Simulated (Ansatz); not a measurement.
# H started in the widest void in zincblende BN, 65 atoms, charge 0

Aim: let the atoms about the defect relax, then find its formation energy, its levels in the gap and its spin by PBEsol, HSE06 and r²SCAN.

Method: density functional theory in Ansatz 0.2.0, PAW datasets, plane waves.

**1. The system as built**

65 atoms (32 B, 32 N, 1 H); a = 7.212 Å, b = 7.212 Å, c = 7.212 Å, α = 90.00°, β = 90.00°, γ = 90.00°. All atoms were shaken off their sites by about 0.02 Å along each axis. Defect site 1: (0.375, 0.375, 0.375). Starting moments add up to 1 μB.

Plan of the steps: (2) PBEsol relaxation at the single k point (¼, ¼, ¼), on 7 threads of Arm Neoverse-V2; (3) HSE06 single point at the single k point (¼, ¼, ¼), on 7 threads of Arm Neoverse-V2; (4) r²SCAN single point at the single k point (¼, ¼, ¼), on 7 threads of Arm Neoverse-V2.

**2. Relaxing the atoms with PBEsol**

Contents of in.yaml:

```yaml
crystal:
  lattice:
    - [7.211591, 0.000000, 0.000000]
    - [0.000000, 7.211591, 0.000000]
    - [0.000000, 0.000000, 7.211591]
  atoms:
    - { symbol: B, position: [0.999530, 0.000586, 0.000169] }
    - { symbol: B, position: [0.998682, 0.001618, 0.501517] }
    - { symbol: B, position: [0.000849, 0.506472, 0.000776] }
    - { symbol: B, position: [0.000054, 0.501616, 0.496800] }
    - { symbol: B, position: [0.498614, 0.006413, 0.999829] }
    - { symbol: B, position: [0.501138, 0.000475, 0.497445] }
    - { symbol: B, position: [0.498375, 0.501836, 0.001321] }
    - { symbol: B, position: [0.498849, 0.503036, 0.500992], spin: 0.091 }
    - { symbol: B, position: [0.248656, 0.252254, 0.001963] }
    - { symbol: B, position: [0.248728, 0.250842, 0.496938], spin: 0.091 }
    - { symbol: B, position: [0.252753, 0.752735, 0.004044] }
    - { symbol: B, position: [0.244400, 0.750795, 0.503967] }
    - { symbol: B, position: [0.746657, 0.251064, 0.996919] }
    - { symbol: B, position: [0.752245, 0.250213, 0.499607] }
    - { symbol: B, position: [0.746339, 0.754181, 0.000040] }
    - { symbol: B, position: [0.749147, 0.748054, 0.500983] }
    - { symbol: B, position: [0.251742, 0.998677, 0.247345] }
    - { symbol: B, position: [0.245128, 0.997454, 0.749587] }
    - { symbol: B, position: [0.250760, 0.498354, 0.249359], spin: 0.091 }
    - { symbol: B, position: [0.250819, 0.502938, 0.751675] }
    - { symbol: B, position: [0.749360, 0.000995, 0.249194] }
    - { symbol: B, position: [0.750893, 0.001480, 0.745563] }
    - { symbol: B, position: [0.750190, 0.498230, 0.249871] }
    - { symbol: B, position: [0.745723, 0.498132, 0.754061] }
    - { symbol: B, position: [0.999027, 0.246421, 0.249121] }
    - { symbol: B, position: [0.001263, 0.255881, 0.744735] }
    - { symbol: B, position: [0.001620, 0.750931, 0.248506] }
    - { symbol: B, position: [0.002001, 0.755109, 0.746446] }
    - { symbol: B, position: [0.504496, 0.248792, 0.246774], spin: 0.091 }
    - { symbol: B, position: [0.501731, 0.247624, 0.745484] }
    - { symbol: B, position: [0.498424, 0.744538, 0.249384] }
    - { symbol: B, position: [0.501377, 0.750773, 0.751253] }
    - { symbol: N, position: [0.128184, 0.119791, 0.124588] }
    - { symbol: N, position: [0.123104, 0.122720, 0.627498] }
    - { symbol: N, position: [0.126300, 0.627455, 0.125623] }
    - { symbol: N, position: [0.127342, 0.625980, 0.623691] }
    - { symbol: N, position: [0.630332, 0.125561, 0.125278] }
    - { symbol: N, position: [0.623233, 0.124666, 0.626421] }
    - { symbol: N, position: [0.625326, 0.624197, 0.125625] }
    - { symbol: N, position: [0.624237, 0.626072, 0.627312] }
    - { symbol: N, position: [0.376289, 0.373548, 0.128017], spin: 0.091 }
    - { symbol: N, position: [0.372358, 0.378529, 0.627102], spin: 0.091 }
    - { symbol: N, position: [0.380081, 0.871805, 0.129992] }
    - { symbol: N, position: [0.372388, 0.873336, 0.626479] }
    - { symbol: N, position: [0.878424, 0.372585, 0.126124] }
    - { symbol: N, position: [0.875278, 0.377419, 0.620947] }
    - { symbol: N, position: [0.872677, 0.876164, 0.120844] }
    - { symbol: N, position: [0.875623, 0.880342, 0.626141] }
    - { symbol: N, position: [0.375897, 0.124499, 0.372633], spin: 0.091 }
    - { symbol: N, position: [0.376369, 0.121382, 0.870102] }
    - { symbol: N, position: [0.375846, 0.627643, 0.370998], spin: 0.091 }
    - { symbol: N, position: [0.371959, 0.626597, 0.873431] }
    - { symbol: N, position: [0.875900, 0.129629, 0.377306] }
    - { symbol: N, position: [0.871351, 0.125678, 0.875031] }
    - { symbol: N, position: [0.871577, 0.626655, 0.371507] }
    - { symbol: N, position: [0.877150, 0.628430, 0.873002] }
    - { symbol: N, position: [0.122295, 0.374219, 0.377815], spin: 0.091 }
    - { symbol: N, position: [0.127840, 0.377021, 0.872628] }
    - { symbol: N, position: [0.126426, 0.874325, 0.375262] }
    - { symbol: N, position: [0.122662, 0.879198, 0.874816] }
    - { symbol: N, position: [0.628318, 0.379910, 0.377495], spin: 0.091 }
    - { symbol: N, position: [0.624479, 0.376457, 0.878106] }
    - { symbol: N, position: [0.620330, 0.870901, 0.373304] }
    - { symbol: N, position: [0.619759, 0.870122, 0.872884] }
    - { symbol: H, position: [0.377073, 0.374742, 0.375714], spin: 0.091 }
  symmetry: { detect: false }
kpoints:
  mp_grid: { grid: [1, 1, 1], shift: [0.25, 0.25, 0.25] }
hamiltonian:
  xc: pbesol
magnetization:
  spin_polarized: true
scf:
  occupations: { method: fermi_dirac, width: 0.01 }
relax:
  f_tol: 0.03
  max_steps: 80
  escape_saddle: false
  adjacent_minimum: "off"
output:
  forces: true
  eigenvalues: true
  populations: true
```

Command:

```bash
$ ansatz run in.yaml --threads 7 --pin off --max-ram 13300MiB --runs-dir r --events-out ev --progress --plain
```

After this run come: HSE06 single point; r²SCAN single point.

**Question.** What will these runs give? Wanted: for each run, formation energy; host gap; top filled to lowest empty; moment.

The runs gave:

| level | time | formation energy (eV) | host gap (eV) | top filled to lowest empty (eV) | moment (μB) |
| --- | --- | --- | --- | --- | --- |
| PBEsol, relaxation | 23 s (7 CPU threads) | 5.00 | 4.26 | 1.23 | 1.00 |
| HSE06 | 1.8 min (7 CPU threads) | 5.45 | 5.81 | 2.91 | 1.00 |
| r²SCAN | 36 s (7 CPU threads) | 5.48 | 4.98 | 2.28 | 1.00 |

| quantity | value |
| --- | --- |
| relaxation | 5 recorded steps, 1.18 eV gained |
| largest shift | 0.06 Å (N64) |
| largest local moment | +0.50 μB on H |

**Reading.** The relaxation lowers the energy by 1.18 eV; the largest shift is 0.06 Å (N64). The formation energy goes from 5.00 eV (PBEsol) to 5.48 eV (r²SCAN). The reservoirs are the elements' reference phases; where the defect changes the composition, the value depends on that choice. r²SCAN puts 2 localised levels over 0.1 eV inside the gap, at 1.72 (filled), 4.00 (empty) eV, the tightest of them shared by about 6 atoms. The price of HSE06 is about 3.1 times the time of r²SCAN here. The host's edges were read at Γ, so band-like levels at this k point need not coincide with them. Finite-cell errors of some tenths of an eV remain in such numbers.
